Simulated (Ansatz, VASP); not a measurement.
**V: VASP beside Ansatz**

```xyz
1
Lattice="0.0000 1.9083 1.9083 1.9083 0.0000 1.9083 1.9083 1.9083 0.0000" Properties=species:S:1:pos:R:3 pbc="T T T"
V     0.0000    0.0000    0.0000
```

Alike in both runs: functional PBE; k mesh 24 × 24 × 24; occupations gaussian, width 0.1 eV; no spin polarisation.

Ansatz relaxed the structure, and its values are those at the end. VASP's run is a single point on that final structure, the one shown.

```csv
,VASP,Ansatz
version,VASP 6.6.1,Ansatz 0.2.0
potentials or method,"VASP PAW PBE potentials, release 64 (V_sv)","scalar-relativistic, plane waves, PAW"
plane-wave cutoff (eV),520,420
valence electrons in the cell,13,13
```

VASP gave:

| Property | Result |
| --- | --- |
| gap on the k mesh at the Fermi level (eV) | none |
| pressure (GPa) | 0.2 |

Q: Which values does Ansatz return?

A: gap on the k mesh at the Fermi level (eV): none; pressure (GPa): 0.0.

A gap of «none» marks a metal or a gap that the smearing closes.
